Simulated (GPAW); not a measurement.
The system is Zr.

```
CELL_PARAMETERS angstrom
3.23200 0.00000 0.00000
-1.61600 2.79899 0.00000
0.00000 0.00000 5.14700
ATOMIC_POSITIONS crystal
Zr 0.66667 0.33333 0.75000
Zr 0.33333 0.66667 0.25000
```

Base run:

```yaml
Program: GPAW 26.7.0
Functional: PBEsol
Potentials_or_basis: PAW data sets generated in the run's folder for this functional
Cutoff: 600 eV
Basis: pw
k_mesh: 9 × 9 × 5
Occupations: fermi-dirac, width 0.05 eV
Spin: no spin polarisation
```

Its results: pressure -3.6 GPa.

Problem. The run is repeated on the same cell with these changes: functional from PBEsol to RPBE; potentials or basis from PAW data sets generated in the run's folder for this functional to the program's PAW data sets (release 1.2.1) made for this functional. What comes out?

Solution. Pressure 2.4 GPa.
